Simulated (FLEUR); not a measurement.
# Sn (I4_1/amd) in FLEUR: a series of runs

One crystal, Sn, is run at these levels: PBE; tasks: single point.

All numbers are computed with FLEUR MaX-R8.1 (later development tree); they aren't measurements. Logs are shortened: lines on timing, memory, paths and dates and some standing lists are left out, and cuts for length are marked.

### 1 The structure

Symmetry: I4_1/amd, No. 141, tetragonal system. Conventional cell: a = 5.880 Å, b = 5.880 Å, c = 3.199 Å, α = 90.00°, β = 90.00°, γ = 90.00°. Sn (site symmetry -4m2) is surrounded by 6 Sn at 3.05 to 3.20 Å.

### 2 Single point, PBE

inp.xml

```xml
<?xml version="1.0" encoding="UTF-8" standalone="no"?>
<fleurInput fleurInputVersion="0.39">
   <comment>
      Sn                                                                                                  
   </comment>
   <calculationSetup>
      <cutoffs Kmax="3.8" Gmax="11.8" GmaxXC="11.8" numbands="0"/>
      <scfLoop itmax="60" minDistance="0.00001" maxIterBroyd="15" imix="Anderson" alpha="0.05" precondParam="0.0" spinf="2.0" sdNocoIR="T"/>
      <coreElectrons ctail="T" frcor="F" kcrel="0" coretail_lmax="0"/>
      <xcFunctional name="pbe" relativisticCorrections="F"/>
      <magnetism jspins="1"/>
      <soc l_soc="F" theta="0.0" phi="0.0" spav="F"/>
      <expertModes spex="0" secvar="F"/>
      <geometryOptimization l_f="T" forcealpha="1.0" forcemix="BFGS" epsdisp="0.0005" epsforce="0.0002"/>
      <ldaU l_linMix="F" mixParam="0.05" spinf="1.0"/>
   </calculationSetup>
   <cell>
      <bzIntegration valenceElectrons="44.0" mode="hist" fermiSmearingEnergy="0.00183747">
         <kPointListSelection listName="default-1"/>
         <!-- k-points included here -->
         <xi:include xmlns:xi="http://www.w3.org/2001/XInclude" href="kpts.xml"> </xi:include>
      </bzIntegration>
      <!-- symmetry operations included here -->
      <xi:include xmlns:xi="http://www.w3.org/2001/XInclude" href="sym.xml"> </xi:include>
      <bulkLattice scale="1.0">
         <bravaisMatrix>
            <row-1>   -5.5560602283737479     5.5560602283737479     3.0222427495490689</row-1>
            <row-2>    5.5560602283737479    -5.5560602283737479     3.0222427495490689</row-2>
            <row-3>    5.5560602283737479     5.5560602283737479    -3.0222427495490689</row-3>
         </bravaisMatrix>
      </bulkLattice>
   </cell>
   <atomSpecies>
      <species name="Tin (Sn)" element="Sn" atomicNumber="50">
         <mtSphere radius="2.59" gridPoints="879" logIncrement="0.015"/>
         <atomicCutoffs lmax="11" lnonsphr="8"/>
         <electronConfig flipSpins="F">
            <coreConfig>(1s1/2) (2s1/2) (2p1/2) (2p3/2) (3s1/2) (3p1/2) (3p3/2) (3d3/2) (3d5/2)</coreConfig>
            <valenceConfig>(4s1/2) (4p1/2) (4p3/2) (5s1/2) (4d3/2) (4d5/2) (5p1/2) (5p3/2)</valenceConfig>
            <stateOccupation state="(5p1/2)" spinUp="0.333333" spinDown="0.333333"/>
            <stateOccupation state="(5p3/2)" spinUp="0.666667" spinDown="0.666667"/>
         </electronConfig>
         <energyParameters s="5" p="5" d="4" f="4"/>
         <lo type="SCLO" l="0" n="4" eDeriv="0"/>
         <lo type="SCLO" l="1" n="4" eDeriv="0"/>
         <lo type="SCLO" l="1" n="4" eDeriv="1"/>
         <lo type="SCLO" l="2" n="4" eDeriv="2"/>
         <lo type="SCLO" l="3" n="4" eDeriv="2"/>
      </species>
   </atomSpecies>
   <atomGroups>
      <atomGroup species="Tin (Sn)">
         <relPos label="                   1">1.000/8.000 -1.000/8.000 -1.000/4.000</relPos>
         <relPos label="                   2">-1.000/8.000 1.000/8.000 1.000/4.000</relPos>
         <force calculate="T" relaxXYZ="TTT"/>
      </atomGroup>
   </atomGroups>
   <output dos="F" band="F" slice="F">
      <checks vchk="F" cdinf="F"/>
      <bandDOS minEnergy="-.5*Htr" maxEnergy="0.5*Htr" sigma="0.015" storeEVData="T"/>
      <vacuumDOS vacdos="F" integ="F" star="F" nstars="0" locx1="0.0" locy1="0.0" locx2="0.0" locy2="0.0" nstm="0" tworkf="0.0"/>
      <unfoldingBand unfoldBand="F" supercellX="1" supercellY="1" supercellZ="1"/>
      <plotting iplot="0" polar="F">
         <plot TwoD="T" vec1="  1.0  0.0  0.0" vec2="  0.0  1.0  0.0" vec3="  0.0  0.0  1.0" zero="  0.0  0.0  0.0" file="plot"/>
      </plotting>
      <chargeDensitySlicing numkpt="0" minEigenval="0.0" maxEigenval="0.0" nnne="0" pallst="F"/>
      <specialOutput eonly="F"/>
      <moessbauerParams electricFieldGradient="T" isomerShift="T" coreHyperfine="T" valenceHyperfine="T"/>
      <magneticCircularDichroism mcd="F" energyLo="-10.0" energyUp="0.0"/>
   </output>
  <!-- We include the file relax.xml here to enable relaxations (see documentation) -->
  <xi:include xmlns:xi="http://www.w3.org/2001/XInclude" href="relax.xml"> <xi:fallback/> </xi:include>
</fleurInput>
```

crystal.txt

```
Sn
&input cartesian=F /
-2.9401404553  2.9401404553  1.5993019889
2.9401404553  -2.9401404553  1.5993019889
2.9401404553  2.9401404553  -1.5993019889
1.8897261246
1.0 1.0 1.0

2
50 0.0000000000  0.0000000000  0.0000000000
50 0.7500000000  0.2500000000  0.5000000000

&kpt div1=9 div2=9 div3=9 gamma=T /
```

Potentials or basis: all-electron, FLAPW.

Started as:

```console
inpgen -f crystal.txt -profile fastHighL
# inp.xml edited to the form shown
fleur_MPI
```

The log of the run:

```text
Welcome to FLEUR        (www.flapw.de)
      MaX-Release 8.1          (www.max-centre.eu)

 ========== k-point set info ==========
 Selected k-point list: default-1
 k-point list type: mesh
 9 x 9 x 9
 Number of k points: 75

 ------------Calculation Setup---------------------------
 Number of MPI-tasks      :            1
 Number of PE/node        :            1
 Number of OMP-threads    :            1
 Most efficient MPI parallelization for:
           1           3           5          15          25          75
 Additional eigenvalue parallelization possible
 Number of basis functions:          434
 Approximate size of matrices (H+S) per k-point:         0.003 GB
 --------------------------------------------------------
 Iteration:     1   Distance:       4.52167282 me/bohr^3
 Iteration:     2   Distance:       4.23408442 me/bohr^3
 Iteration:     3   Distance:       1.54229561 me/bohr^3
 Iteration:     4   Distance:       0.14888965 me/bohr^3
 Iteration:     5   Distance:       0.12598536 me/bohr^3
 Iteration:     6   Distance:       0.01597224 me/bohr^3
 Iteration:     7   Distance:       0.00543931 me/bohr^3
 Iteration:     8   Distance:       0.00233389 me/bohr^3
 Iteration:     9   Distance:       0.00013434 me/bohr^3
 Iteration:    10   Distance:       0.00012922 me/bohr^3
 Iteration:    11   Distance:       0.00002015 me/bohr^3
 Iteration:    12   Distance:       0.00000290 me/bohr^3

 ********************************************************************
 Run finished successfully
 Stop message:
   Structural relaxation: Done
 ********************************************************************
```

out.xml (last iteration):

```text
<iteration numberForCurrentRun="   13" overallNumber="   13">
         <energyParameters units="Htr">
            <atomicEP atomType="1" spin="1" branch="5s" branchLowest="-4.49" branchHighest="0.75" value="-0.0169388671"/>
            <atomicEP atomType="1" spin="1" branch="5p" branchLowest="-2.86" branchHighest="1.38" value="0.1973907792"/>
            <atomicEP atomType="1" spin="1" branch="4d" branchLowest="-16.95" branchHighest="-0.48" value="-0.5069121846"/>
            <atomicEP atomType="1" spin="1" branch="4f" branchLowest="-9.99" branchHighest="1.84" value="0.5468486558"/>
            <loAtomicEP atomType="1" spin="1" branch="4s" branchLowest="-30.61" branchHighest="-4.49" value="-4.4900928673"/>
            <loAtomicEP atomType="1" spin="1" branch="4p" branchLowest="-25.22" branchHighest="-2.86" value="-2.8732813654"/>
            <loAtomicEP atomType="1" spin="1" branch="4p" branchLowest="-25.22" branchHighest="-2.86" value="-2.8732813654"/>
            <loAtomicEP atomType="1" spin="1" branch="4d" branchLowest="-16.95" branchHighest="-0.48" value="-0.5196136924"/>
            <loAtomicEP atomType="1" spin="1" branch="4f" branchLowest="-9.99" branchHighest="1.84" value="0.5468503400"/>
         </energyParameters>
         <eigenvalues>
            <eigenvaluesAt spin="1" ikpt="1" k_x="0.00000000" k_y="0.00000000" k_z="0.00000000">
                      -4.4901074410       -4.4900806220       -2.8651833282       -2.8651745090       -2.8647368274
                      -2.8647368274       -2.8644918903       -2.8644918903       -0.5302473467       -0.5273816393
                      -0.5258248028       -0.5254481409       -0.5202472912       -0.5202472912       -0.5198640784
                      -0.5198640784       -0.5168675269       -0.5130238368       -0.1394387694        0.1286286219
                       0.1935758358        0.1935758358        0.3750384240        0.4896533651        0.4896533651
                       0.5125085298        0.5161567169        0.6238476983        0.6486662184        0.6743380957
                       0.6788389499        0.6788389499        0.6819981874        0.6819981874
            </eigenvaluesAt>
            <eigenvaluesAt spin="1" ikpt="2" k_x="0.00000000" k_y="0.00000000" k_z="0.11111111">
                      -4.4901066155       -4.4900814372       -2.8651836200       -2.8651754105       -2.8647295701
                      -2.8647287152       -2.8644990046       -2.8644988036       -0.5298896889       -0.5274394131
                      -0.5256740619       -0.5255262835       -0.5204157634       -0.5200543788       -0.5197719902
                      -0.5197413654       -0.5170728618       -0.5133839750       -0.1354211094        0.0988957173
                       0.1983475880        0.2158179750        0.3936471042        0.4560213126        0.4680135541
                       0.5107995675        0.5158447256        0.6432998603        0.6479838026        0.6527801461
                       0.6918898529        0.7013623792        0.7041582265        0.7064192790
            </eigenvaluesAt>
            <eigenvaluesAt spin="1" ikpt="3" k_x="0.00000000" k_y="0.00000000" k_z="0.22222222">
                      -4.4901042931       -4.4900837622       -2.8651838145       -2.8651775374       -2.8647082685
                      -2.8647057539       -2.8645205742       -2.8645189039       -0.5288648193       -0.5275623730
                      -0.5261991162       -0.5246894315       -0.5209663610       -0.5196161407       -0.5195871668
                      -0.5193529099       -0.5176644861       -0.5143539602       -0.1233714050        0.0501388524
                       0.2125379565        0.2460603906        0.4041864851        0.4247964723        0.4454335589
                       0.4994574076        0.5054860241        0.6304565823        0.6352278918        0.6984882867
                       0.7259771751        0.7411174204        0.7414774503        0.7522777843
            </eigenvaluesAt>
            <eigenvaluesAt spin="1" ikpt="4" k_x="0.00000000" k_y="0.00000000" k_z="0.33333333">
                      -4.4901007102       -4.4900873204       -2.8651841829       -2.8651805362       -2.8646757097
                      -2.8646712315       -2.8645528028       -2.8645495962       -0.5276343645       -0.5272846343
                      -0.5267922109       -0.5234436183       -0.5219913019       -0.5196494326       -0.5191632828
                      -0.5187447455       -0.5183760012       -0.5156296409       -0.1033209660        0.0024660486
                       0.2357862958        0.2741869551        0.3531216440        0.3799857611        0.4892114665
                       0.4930850314        0.5199740189        0.6204912241        0.6237710073        0.7550139604
                       0.7680526729        0.7724270267        0.7793834196        0.8045310109
            </eigenvaluesAt>
         </eigenvalues>
         <bandgap value="0.0040513831" units="eV"/>
         <sumValenceSingleParticleEnergies value="-61.9828095866" units="Htr"/>
         <FermiEnergy value="0.2651039841" units="Htr"/>
         <valenceDensity>
            <mtCharges spin="1">
               <mtCharge atomType="1" total="20.0780125" s="3.1894975" p="6.9264522" d="9.9494907" f="0.0110570"/>
            </mtCharges>
            <spinDependentCharge spin="1" total="44.0000000" interstitial="3.8439749" mtSpheres="40.1560251"/>
            <totalCharge value="44.0000000000"/>
         </valenceDensity>
         <coreStates atomType="     1" atomicNumber=" 50" spin="1" kinEnergy="   6224.1516671033" eigValSum="  -3698.2657765024" lostElectrons=" 0.000000">
            <state n="1" l="0" j="0.5" energy="-1065.1437090482" weight="1.0000000000"/>
            <state n="2" l="0" j="0.5" energy="-160.3915107487" weight="1.0000000000"/>
            <state n="2" l="1" j="0.5" energy="-149.7874747516" weight="1.0000000000"/>
            <state n="2" l="1" j="1.5" energy="-141.3112750524" weight="2.0000000000"/>
            <state n="3" l="0" j="0.5" energy="-30.6086292982" weight="1.0000000000"/>
            <state n="3" l="1" j="0.5" energy="-26.3019829278" weight="1.0000000000"/>
            <state n="3" l="1" j="1.5" energy="-24.7541135366" weight="2.0000000000"/>
            <state n="3" l="2" j="1.5" energy="-17.1454647712" weight="2.0000000000"/>
            <state n="3" l="2" j="2.5" energy="-16.8259582521" weight="3.0000000000"/>
         </coreStates>
         <allElectronCharges>
            <spinDependentCharge spin="1" total="100.0000000" interstitial="3.8439749" mtSpheres="96.1560251"/>
            <totalCharge value="99.9999999985"/>
         </allElectronCharges>
         <moessbauerParams unitsHFF="kG" unitsIS="e/bohr^3" unitsEFG="Htr/bohr^2">
            <coreIsomerShift atomType="1" isTotal="193625.77139">
               <shell n="1" l="0" isomerShift="169345.54903"/>
               <shell n="2" l="0" isomerShift="19846.79479"/>
               <shell n="2" l="1" isomerShift="477.90470"/>
               <shell n="3" l="0" isomerShift="3855.28648"/>
               <shell n="3" l="1" isomerShift="100.23638"/>
               <shell n="3" l="2" isomerShift="0.00002"/>
            </coreIsomerShift>
            <isomerShift atomType="1" nucleusRadius="0.0001161" averageDensity="194473.60505"/>
            <electricFieldGradient atomType="1" VXX="-0.22143" VYY="-0.22143" VZZ="0.44287" asymParam="0.00000">
            </electricFieldGradient>
         </moessbauerParams>
         <totalEnergy                                    value="   -12358.1710221064" units="Htr">
            <sumOfEigenvalues                            value="    -7458.5143625914">
               <coreElectrons value="-7396.5315530048"/>
               <valenceElectrons value="-61.9828095866"/>
            </sumOfEigenvalues>
            <densityCoulombPotentialIntegral value="-20037.7070570814"/>
            <densityEffectivePotentialIntegral value="-20469.3147211691"/>
            <chargeDenXCDenIntegral value="-330.7294746317"/>
            <FockExchangeEnergyValence value="0.0000000000"/>
            <FockExchangeEnergyCore value="0.0000000000"/>
            <atomTypeDependentContributions atomType="1">
               <electronNucleiInteractionDifferentMTs value="14971.6532794510"/>
               <MadelungTerm value="-47.7350980608"/>
            </atomTypeDependentContributions>
            <tkbTimesEntropy value="0.0002741064"/>
            <freeEnergy value="-12358.1712962128"/>
            <extrapolationTo0K value="-12358.1711591596"/>
         </totalEnergy>
         <totalForcesOnRepresentativeAtoms units="Htr/bohr">
            <forceTotal atomType="1" x="-2.778030" y="0.000000" z="0.755561" F_x="0.00000000" F_y="0.00000000" F_z="0.00000000"/>
         </totalForcesOnRepresentativeAtoms>
      </iteration>
```

It took 93 s on 1 thread of Arm Neoverse V2, shared host; peak memory 0.08 GiB.

What came out:

```
Free energy                                           : -336282.9724 eV
Band gap on the k mesh                                : none (metal or under the smearing width)
Valence electrons inside the program's atomic spheres : Sn 20.08 (radii Sn 2.59 bohr)
```

Levels at points of the mesh, in eV from the Fermi level:
```
           k point  band 18  band 19  band 20  band 21  band 22  band 23  band 24  band 25  band 26  band 27
(0.00, 0.00, 0.00)   -21.17   -11.01    -3.71    -1.95    -1.95     2.99     6.11     6.11     6.73     6.83
```

Core levels (eV from the Fermi level):
```tsv
atom	levels
1 Sn	1s1/2 -28991.3, 2s1/2 -4371.7, 2p1/2 -4083.1, 2p3/2 -3852.5, 3s1/2 -840.1, 3p1/2 -722.9, 3p3/2 -680.8, 3d3/2 -473.8, 3d5/2 -465.1
2 Sn	1s1/2 -28991.3, 2s1/2 -4371.7, 2p1/2 -4083.1, 2p3/2 -3852.5, 3s1/2 -840.1, 3p1/2 -722.9, 3p3/2 -680.8, 3d3/2 -473.8, 3d5/2 -465.1
```

### 3 Single point, PBE (atoms moved at random, drawn with an rms of 0.05 Å)

inp.xml: that of step 2 with these lines changed.

```diff
@@ -34,3 +34,3 @@
       <species name="Tin (Sn)" element="Sn" atomicNumber="50">
-         <mtSphere radius="2.59" gridPoints="879" logIncrement="0.015"/>
+         <mtSphere radius="2.59" gridPoints="869" logIncrement="0.015"/>
          <atomicCutoffs lmax="11" lnonsphr="8"/>
@@ -52,4 +52,4 @@
       <atomGroup species="Tin (Sn)">
-         <relPos label="                   1">1.000/8.000 -1.000/8.000 -1.000/4.000</relPos>
-         <relPos label="                   2">-1.000/8.000 1.000/8.000 1.000/4.000</relPos>
+         <relPos label="                   1">.1289385000 -.1246195000 -.2557040000</relPos>
+         <relPos label="                   2">-.1289385000 .1246195000 .2557040000</relPos>
          <force calculate="T" relaxXYZ="TTT"/>
```

crystal.txt: that of step 2 with these lines changed.

```diff
@@ -9,4 +9,4 @@
 2
-50 0.0000000000  0.0000000000  0.0000000000
-50 0.7500000000  0.2500000000  0.5000000000
+50 0.0070650000  -0.0047300000  -0.0123030000
+50 0.7491880000  0.2445090000  0.4991050000
```

Potentials or basis: all-electron, FLAPW.

Started as:

```console
inpgen -f crystal.txt -profile fastHighL
# inp.xml edited to the form shown
fleur_MPI
```

Run time: 15 min. Hardware: 1 thread of Arm Neoverse V2, shared host; peak memory 0.17 GiB.

It converged, with:

| Item | Value |
| --- | --- |
| Free energy | -336282.9669 eV |
| Largest force | 0.192 eV/Å |
| Band gap on the k mesh | none (metal or under the smearing width) |
| Valence electrons inside the program's atomic spheres | Sn 20.08 (radii Sn 2.59 bohr) |

Forces in eV/Å, atoms in the order of the input:
```
Sn   0.186  0.048 -0.006
Sn  -0.186 -0.048  0.006
```

Levels at points of the mesh, in eV from the Fermi level:
| k point | band 20 | band 21 | band 22 | band 23 | band 24 | band 25 |
| --- | --- | --- | --- | --- | --- | --- |
| (0.00, 0.00, 0.00) | -3.71 | -1.95 | -1.93 | 2.98 | 6.10 | 6.15 |

Core levels (eV from the Fermi level):
```
atom                                                                                                                             levels
1 Sn  1s1/2 -28991.2, 2s1/2 -4371.7, 2p1/2 -4083.1, 2p3/2 -3852.5, 3s1/2 -840.1, 3p1/2 -722.9, 3p3/2 -680.8, 3d3/2 -473.8, 3d5/2 -465.1
2 Sn  1s1/2 -28991.2, 2s1/2 -4371.7, 2p1/2 -4083.1, 2p3/2 -3852.5, 3s1/2 -840.1, 3p1/2 -722.9, 3p3/2 -680.8, 3d3/2 -473.8, 3d5/2 -465.1
```
